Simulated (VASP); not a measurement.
# Ir in VASP: further runs

The runs below take Ir through relaxation of the atoms, with PBE, PBE+D2, PBE+D3.

All numbers are computed with VASP 6.6.1; they aren't measurements. Logs are shortened: lines on timing, memory, paths and dates and some standing lists are left out, and cuts for length are marked.

### 1 The sheet as given

The cell holds a sheet with vacuum, 1 atom: a = 2.452 Å, b = 2.452 Å, c = 23.800 Å, α = 90.00°, β = 90.00°, γ = 90.00°.

The cell was built by a generator and needn't be a form met in nature.

### 2 Relaxation of the atoms, PBE

Contents of INCAR:

```
PREC = Accurate
ENCUT = 520
EDIFF = 1E-6
ISMEAR = -1
SIGMA = 0.05
LREAL = F
LASPH = T
NELM = 100
ALGO = Normal
ISIF = 2
LWAVE = F
LCHARG = F
LDIPOL = T
IDIPOL = 3
DIPOL = 0.5 0.5 0.294
GGA = PE
IBRION = 2
NSW = 40
EDIFFG = -0.02
```

Contents of KPOINTS:

```
regular mesh
0
Gamma
  11 11 1
```

Contents of POSCAR:

```
Ir
1.0
    2.4518400000      0.0000000000      0.0000000000
    0.0000000000      2.4518400000      0.0000000000
    0.0000000000      0.0000000000     23.8000000000
Ir
1
Selective dynamics
Direct
    0.0000000000      0.0000000000      0.2941200000  F F F
```

Potentials or basis: VASP PAW PBE potentials, release 64 (Ir).

Started as:

```
$ cat potpaw_PBE.64/Ir/POTCAR > POTCAR
$ mpirun -np 1 vasp_std > vasp.out
```

OUTCAR:

```text
PREC = Accurate
   ENCUT = 520
   EDIFF = 1E-6
   ISMEAR = -1
   LREAL = F
   LASPH = T
   NELM = 100
   ISIF = 2
   GGA = PE
   IBRION = 2
   NSW = 40
   EDIFFG = -0.02

 ion  position               nearest neighbor table
   1  0.000  0.000  0.294-

  LATTYP: Found a simple tetragonal cell.
 ALAT       =     2.4518400000
 C/A-ratio  =     9.7069955625

  Lattice vectors:

 A1 = (   2.4518400000,   0.0000000000,   0.0000000000)
 A2 = (   0.0000000000,   2.4518400000,   0.0000000000)
 A3 = (   0.0000000000,   0.0000000000,  23.8000000000)

Analysis of symmetry for initial positions (statically):
=====================================================================
 Subroutine PRICEL returns:
 Original cell was already a primitive cell.

 Routine SETGRP: Setting up the symmetry group for a
 simple tetragonal supercell.

 Subroutine GETGRP returns: Found 16 space group operations
 (whereof  8 operations were pure point group operations)
 out of a pool of 16 trial point group operations.

The static configuration has the point symmetry C_4v.
 The point group associated with its full space group is D_4h.

Analysis of symmetry for dynamics (positions and initial velocities):
=====================================================================
 Subroutine PRICEL returns:
 Original cell was already a primitive cell.

 Routine SETGRP: Setting up the symmetry group for a
 simple tetragonal supercell.

 Subroutine GETGRP returns: Found 16 space group operations
 (whereof  8 operations were pure point group operations)
 out of a pool of 16 trial point group operations.

The dynamic configuration has the point symmetry C_4v.
 The point group associated with its full space group is D_4h.

Analysis of constrained symmetry for selective dynamics:
=====================================================================
 Subroutine PRICEL returns:
 Original cell was already a primitive cell.

 Routine SETGRP: Setting up the symmetry group for a
 simple tetragonal supercell.

 Subroutine GETGRP returns: Found 16 space group operations
 (whereof  8 operations were pure point group operations)
 out of a pool of 16 trial point group operations.

The constrained configuration has the point symmetry C_4v.
 The point group associated with its full space group is D_4h.

 Subroutine INISYM returns: Found 16 space group operations
 (whereof  8 operations are pure point group operations),
 and found     1 'primitive' translations

----------------------------------------------------------------------------------------

                                     Primitive cell

  volume of cell :     143.0742

  direct lattice vectors                    reciprocal lattice vectors
     2.451840000  0.000000000  0.000000000     0.407856956  0.000000000  0.000000000
     0.000000000  2.451840000  0.000000000     0.000000000  0.407856956  0.000000000
     0.000000000  0.000000000 23.800000000     0.000000000  0.000000000  0.042016807

  length of vectors
     2.451840000  2.451840000 23.800000000     0.407856956  0.407856956  0.042016807

  position of ions in fractional coordinates (direct lattice)
     0.000000000  0.000000000  0.294120000

  ion indices of the primitive-cell ions
   primitive index   ion index
                 1           1

----------------------------------------------------------------------------------------

 KPOINTS: regular mesh

Automatic generation of k-mesh.
 Grid dimensions read from file:
 generate k-points for:   11   11    1

 Generating k-lattice:

  Cartesian coordinates                     Fractional coordinates (reciprocal lattice)
     0.037077905  0.000000000  0.000000000     0.090909091  0.000000000  0.000000000
     0.000000000  0.037077905  0.000000000     0.000000000  0.090909091  0.000000000
     0.000000000  0.000000000  0.042016807     0.000000000  0.000000000  1.000000000

  Length of vectors
     0.037077905  0.037077905  0.042016807

  Shift w.r.t. Gamma in fractional coordinates (k-lattice)
     0.000000000  0.000000000  0.000000000

 Subroutine IBZKPT returns following result:
 ===========================================

 Found     21 irreducible k-points:

 Following reciprocal coordinates:
            Coordinates               Weight
  0.000000  0.000000  0.000000      1.000000
  0.090909  0.000000  0.000000      4.000000
  0.181818  0.000000  0.000000      4.000000
  0.272727  0.000000  0.000000      4.000000
  0.363636  0.000000  0.000000      4.000000
  0.454545  0.000000  0.000000      4.000000
[... 13 lines left out ...]
  0.454545  0.363636  0.000000      8.000000
  0.454545  0.454545  0.000000      4.000000
   k-points           NKPTS =     21   k-points in BZ     NKDIM =     21   number of bands    NBANDS=      8
   number of dos      NEDOS =    301   number of ions     NIONS =      1
   total plane-waves  NPLWV =  58320
   dimension x,y,z NGX =    18 NGY =   18 NGZ =  180
   dimension x,y,z NGXF=    36 NGYF=   36 NGZF=  360
   ions per type =               1
   NGX,Y,Z   is equivalent  to a cutoff of  12.20, 12.20, 12.57 a.u.
   NGXF,Y,Z  is equivalent  to a cutoff of  24.41, 24.41, 25.15 a.u.
 SYSTEM =  unknown system
   PREC   = accura    normal or accurate (medium, high low for compatibility)
   ISTART =      0    job   : 0-new  1-cont  2-samecut
   ICHARG =      2    charge: 1-file 2-atom 10-const
   ISPIN  =      1    spin polarized calculation?
   LNONCOLLINEAR =      F non collinear calculations
   LSORBIT =      F    spin-orbit coupling
   LASPH  =      T    aspherical Exc in radial PAW
   ENCUT  =  520.0 eV  38.22 Ry    6.18 a.u.   4.56  4.56 44.25*2*pi/ulx,y,z
   NELM   =    100;   NELMIN=  2; NELMDL= -5     # of ELM steps
   EDIFF  = 0.1E-05   stopping-criterion for ELM
   LREAL  =      F    real-space projection
   EDIFFG = -.2E-01   stopping-criterion for IOM
   NSW    =     40    number of steps for IOM
   IBRION =      2    ionic relax: 0-MD 1-quasi-New 2-CG
   NFREE  =      1    steps in history (QN), initial steepest desc. (CG)
   ISIF   =      2    stress and relaxation
   ISYM   =      2    0-nonsym 1-usesym 2-fastsym
   POTIM  = 0.5000    time-step for ionic-motion
   TEBEG  =    0.0;   TEEND  =   0.0 temperature during run
   PSTRESS=    0.0 pullay stress
   NELECT =       9.0000    total number of electrons
   NUPDOWN=      -1.0000    fix difference up-down
   EMIN   =  10.00;   EMAX   =-10.00  energy-range for DOS
   EFERMI =   0.00;   METHOD = LEGACY
   ISMEAR =    -1;   SIGMA  =   0.05  broadening in eV -4-tet -1-fermi 0-gaus
   EFERMI_NEDOS =   21; number of points for ismear=-14 and -15
   IALGO  =     38    algorithm
   IMIX   =      4    mixing-type and parameters
     AMIX     =   0.40;   BMIX     =  1.00
     AMIX_MAG =   1.60;   BMIX_MAG =  1.00
  volume/ion in A,a.u.               =     143.07       965.51
  Fermi-wavevector in a.u.,A,eV,Ry     =   0.651081  1.230365  5.767604  0.423907
  Thomas-Fermi vector in A             =   1.720567
   LORBIT       =      0    0 simple, 1 ext, 2 COOP (PROOUT), +10 PAW based schemes
   GGA     = PE    functional components
   LHFCALC =     F    Hartree Fock is set to
   AEXX    =    0.0000 exact exchange contribution
   IVDW    =     0    specifies the selected vdW correction
   LEPSILON=     F    determine dielectric tensor
   LRPA    =     F    only Hartree local field effects (RPA)
 conjugate gradient relaxation of ions
 non-spin polarized calculation
  energy-cutoff  :      520.00
  volume of cell :      143.07
 maximum number of plane-waves:      3933
   NGX =  9   NGY =  9   NGZ = 89

 number of electron       8.9999999 magnetization

 dipolmoment           0.000000      0.000000     -0.000003 electrons x Angstroem

 Free energy of the ion-electron system (eV)
  ---------------------------------------------------
  ext. energy  EPLUGINS =         0.00000000
  ---------------------------------------------------
  free energy    TOTEN  =        -6.80863655 eV

  energy without entropy =       -6.79297511  energy(sigma->0) =       -6.80080583

 E-fermi :  -4.4664     XC(G=0):  -2.1720

 val. band max:       -4.4822286540   @ k =   0.4545   0.2727   0.0000
 cond. band min:      -4.4531417907   @ k =   0.4545   0.3636   0.0000
 fundamental gap:      0.0290868633
 Fermi energy:        -4.4663686188

 k-point     1 :       0.0000    0.0000    0.0000
  band No.  band energies     occupation
      1     -12.2555      2.00000
      2     -10.8477      2.00000
      3      -6.9981      2.00000
      4      -3.7475      0.00000
      5      -3.7475      0.00000
      6      -3.2441      0.00000
      7      -2.3316      0.00000
      8       1.2558      0.00000

 k-point     2 :       0.0909    0.0000    0.0000
  band No.  band energies     occupation
      1     -11.9367      2.00000
      2     -10.5667      2.00000
      3      -6.8859      2.00000
      4      -4.8312      1.99865
      5      -3.7083      0.00000
      6      -2.6601      0.00000
      7      -2.2940      0.00000
      8       1.4538      0.00000

 k-point     3 :       0.1818    0.0000    0.0000
  band No.  band energies     occupation
      1     -11.3285      2.00000
      2      -9.4644      2.00000
      3      -6.5652      2.00000
      4      -6.1643      2.00000
      5      -3.6019      0.00000
      6      -3.4634      0.00000
      7      -1.1860      0.00000
      8       2.0457      0.00000
[... 177 lines left out ...]
 k-point    20 :       0.4545    0.3636    0.0000
  band No.  band energies     occupation
      1     -10.5145      2.00000
      2      -7.7128      2.00000
      3      -7.0045      2.00000
      4      -4.4531      0.86850
      5      -2.7129      0.00000
      6       1.7551      0.00000
      7       5.1307      0.00000
      8       6.9281      0.00000

 k-point    21 :       0.4545    0.4545    0.0000
  band No.  band energies     occupation
      1     -11.0328      2.00000
      2      -7.5208      2.00000
      3      -7.4622      2.00000
      4      -4.1999      0.00965
      5      -0.5757      0.00000
      6       3.0589      0.00000
      7       4.7114      0.00000
      8       7.9576      0.00000

------------------------ aborting loop because EDIFF is reached ----------------------------------------

 vacuum level on the upper side and lower side of the slab       (xc-potential included)        -0.176        -0.154

  FORCE on cell =-STRESS in cart. coord.  units (eV):
  Direction    XX          YY          ZZ          XY          YZ          ZX
  --------------------------------------------------------------------------------------
  -------------------------------------------------------------------------------------
  Total       -0.0777880     -0.0777880     -0.0075172      0.0000000      0.0000000      0.0000000
  in kB       -0.8710880     -0.8710880     -0.0841798      0.0000000      0.0000000      0.0000000
  external PRESSURE =      -0.6087853 kB  Pullay stress =       0.0000000 kB

 VOLUME and BASIS-vectors are now :
 -----------------------------------------------------------------------------
  energy-cutoff  :      520.00
  volume of cell :      143.07
      direct lattice vectors                 reciprocal lattice vectors
     2.451840000  0.000000000  0.000000000     0.407856956  0.000000000  0.000000000
     0.000000000  2.451840000  0.000000000     0.000000000  0.407856956  0.000000000
     0.000000000  0.000000000 23.800000000     0.000000000  0.000000000  0.042016807

 POSITION                                       TOTAL-FORCE (eV/Angst)
 -----------------------------------------------------------------------------------
      0.00000      0.00000      7.00006         0.000000      0.000000      0.000000
 -----------------------------------------------------------------------------------
    total drift:                                0.000000      0.000000     -0.000033

  FREE ENERGIE OF THE ION-ELECTRON SYSTEM (eV)
  ---------------------------------------------------
  free  energy   TOTEN  =        -6.8086365519 eV

  energy  without entropy=       -6.7929751078  energy(sigma->0) =       -6.80080583

 reached required accuracy - stopping structural energy minimisation

 vacuum level on the upper side and lower side of the slab         1.502         1.501
```

It took 19 s on 1 thread of Intel Xeon Platinum 8488C (Sapphire Rapids), shared host; peak memory 0.23 GiB.

Results:

```yaml
Free_energy: -6.8086 eV
Band_gap_on_the_k_mesh: none (metal or under the smearing width)
```

Final structure:
```
CELL_PARAMETERS angstrom
2.45184 0.00000 0.00000
0.00000 2.45184 0.00000
0.00000 0.00000 23.80000
ATOMIC_POSITIONS crystal
Ir 0.00000 0.00000 0.29412
```

Levels at points of the mesh, in eV from the Fermi level:
| k point | band 1 | band 2 | band 3 | band 4 | band 5 | band 6 | band 7 | band 8 |
| --- | --- | --- | --- | --- | --- | --- | --- | --- |
| (0.00, 0.00, 0.00) | -7.79 | -6.38 | -2.53 | 0.72 | 0.72 | 1.22 | 2.13 | 5.72 |

Caveat: the relaxation stopped at its first step, so nothing moved. Spin-orbit coupling is left out, which matters for the levels of Ir.

### 3 Relaxation of the atoms, PBE+D2

INCAR: that of step 2 with these lines changed.

```diff
@@ -16,2 +16,3 @@
 GGA = PE
+IVDW = 1
 IBRION = 2
```

KPOINTS is that of step 2.

POSCAR is that of step 2.

Potentials or basis: VASP PAW PBE potentials, release 64 (Ir).

Started as:

```
$ cat potpaw_PBE.64/Ir/POTCAR > POTCAR
$ mpirun -np 1 vasp_std > vasp.out
```

OUTCAR:

```text
PREC = Accurate
   ENCUT = 520
   EDIFF = 1E-6
   ISMEAR = -1
   LREAL = F
   LASPH = T
   NELM = 100
   ISIF = 2
   GGA = PE
   IVDW = 1
   IBRION = 2
   NSW = 40
   EDIFFG = -0.02
  IVDW =   1

 ion  position               nearest neighbor table
   1  0.000  0.000  0.294-

  LATTYP: Found a simple tetragonal cell.
 ALAT       =     2.4518400000
 C/A-ratio  =     9.7069955625

  Lattice vectors:

 A1 = (   2.4518400000,   0.0000000000,   0.0000000000)
 A2 = (   0.0000000000,   2.4518400000,   0.0000000000)
[... 434 lines left out ...]
  Number of pair interactions contributing to vdW energy:    3556

  Edisp (eV):   -0.52966

  FORCE on cell =-STRESS in cart. coord.  units (eV):
  Direction    XX          YY          ZZ          XY          YZ          ZX
  --------------------------------------------------------------------------------------
  -------------------------------------------------------------------------------------
  Total       0.11623     0.11623    -0.00958     0.00000     0.00000     0.00000
  in kB       1.30160     1.30160    -0.10731     0.00000     0.00000     0.00000
  external pressure =        0.83 kB  Pullay stress =        0.00 kB

 VOLUME and BASIS-vectors are now :
 -----------------------------------------------------------------------------
  energy-cutoff  :      520.00
  volume of cell :      143.07
      direct lattice vectors                 reciprocal lattice vectors
     2.451840000  0.000000000  0.000000000     0.407856956  0.000000000  0.000000000
     0.000000000  2.451840000  0.000000000     0.000000000  0.407856956  0.000000000
     0.000000000  0.000000000 23.800000000     0.000000000  0.000000000  0.042016807

 POSITION                                       TOTAL-FORCE (eV/Angst)
 -----------------------------------------------------------------------------------
      0.00000      0.00000      7.00006         0.000000      0.000000      0.000000
 -----------------------------------------------------------------------------------
    total drift:                                0.000000      0.000000     -0.000033

  FREE ENERGIE OF THE ION-ELECTRON SYSTEM (eV)
  ---------------------------------------------------
  free  energy   TOTEN  =        -7.3383011328 eV

  energy  without entropy=       -7.3226396887  energy(sigma->0) =       -7.33047041

 reached required accuracy - stopping structural energy minimisation

 vacuum level on the upper side and lower side of the slab         1.502         1.501
```

CONTCAR:

```text
Ir
   1.00000000000000
     2.4518399999999998    0.0000000000000000    0.0000000000000000
     0.0000000000000000    2.4518399999999998    0.0000000000000000
     0.0000000000000000    0.0000000000000000   23.8000000000000007
  Ir
     1
Selective dynamics
Direct
     0.0000000000000000    0.0000000000000000    0.2941199999999995   F   F   F

  0.00000000E+00  0.00000000E+00  0.00000000E+00
```

Wall time 19 s (1 thread of Intel Xeon Platinum 8488C (Sapphire Rapids), shared host); peak memory 0.24 GiB.

Results:

```
Free energy                : -7.3383 eV
Band gap on the k mesh     : none (metal or under the smearing width)
Dispersion energy per atom : -0.530 eV
```

Final structure:
```yaml
crystal:
  lattice:
    - [2.45184, 0.00000, 0.00000]
    - [0.00000, 2.45184, 0.00000]
    - [0.00000, 0.00000, 23.80000]
  atoms:
    - { symbol: Ir, position: [0.00000, 0.00000, 0.29412] }
```

Caveat: the relaxation stopped at its first step, so nothing moved; atom-pairwise D2, TS and ULG terms overbind metals. The run has no spin-orbit coupling, so splittings on Ir are missing.

(Part 1 of 2 ends here.)
